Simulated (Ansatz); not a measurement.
Wires are cut from relaxed bulk Ti (Im-3m, not its usual structure, 17.25 Å³/atom, gap on the mesh 0.00 eV); atoms and period are relaxed, and energies count from that bulk.

Level of theory: DFT PBE, scalar-relativistic, plane waves, PAW in Ansatz.

Plane waves to 420 eV, a k mesh through Γ of 1×1×17 on the computed 14-atom cell and Gaussian smearing (0.05 eV); no spin polarisation.

Start ([001] wire, 14 host atoms a period):

```yaml
crystal:
  lattice:
    - [17.10000, 0.00000, 0.00000]
    - [0.00000, 17.40000, 0.00000]
    - [0.00000, 0.00000, 3.25551]
  atoms:
    - { symbol: Ti, position: [0.35721, 0.35968, 0.00000] }
    - { symbol: Ti, position: [0.35721, 0.54677, 0.00000] }
    - { symbol: Ti, position: [0.54760, 0.35968, 0.00000] }
    - { symbol: Ti, position: [0.54760, 0.54677, 0.00000] }
    - { symbol: Ti, position: [0.54760, 0.73387, 0.00000] }
    - { symbol: Ti, position: [0.73798, 0.54677, 0.00000] }
    - { symbol: Ti, position: [0.26202, 0.45323, 0.50000] }
    - { symbol: Ti, position: [0.26202, 0.64032, 0.50000] }
    - { symbol: Ti, position: [0.45240, 0.26613, 0.50000] }
    - { symbol: Ti, position: [0.45240, 0.45323, 0.50000] }
    - { symbol: Ti, position: [0.45240, 0.64032, 0.50000] }
    - { symbol: Ti, position: [0.64279, 0.26613, 0.50000] }
    - { symbol: Ti, position: [0.64279, 0.45323, 0.50000] }
    - { symbol: Ti, position: [0.64279, 0.64032, 0.50000] }
```

**Question.** Relax it.

**Answer.** The free energy falls by 158 meV/atom.

```
excess energy (eV per host atom) : 0.828
line energy (eV/Å)               : 4.005
period (Å)                       : 2.893
gap on the mesh (eV)             : 0
```

Relaxed structure:
```
Ti
1.0
    17.10000    0.00000    0.00000
     0.00000   17.40000    0.00000
     0.00000    0.00000    2.89341
Ti
14
Direct
  0.33952 0.34227 0.00000
  0.36204 0.54623 0.00000
  0.54708 0.36444 0.00000
  0.54850 0.54768 0.00000
  0.55058 0.72827 0.00000
  0.73235 0.54975 0.00000
  0.26385 0.45639 0.50000
  0.27522 0.63370 0.50000
  0.45566 0.26797 0.50000
  0.43772 0.43878 0.50000
  0.44790 0.65523 0.50000
  0.63608 0.27915 0.50000
  0.65799 0.44885 0.50000
  0.65033 0.64773 0.50000
```

Each run keeps its start's symmetry and one magnetic start, so lower states can exist.

Time: 2.3 min on 4 threads of AMD EPYC 9R45 96-Core Processor (Zen 5), on a shared host, peak memory 2.4 GiB.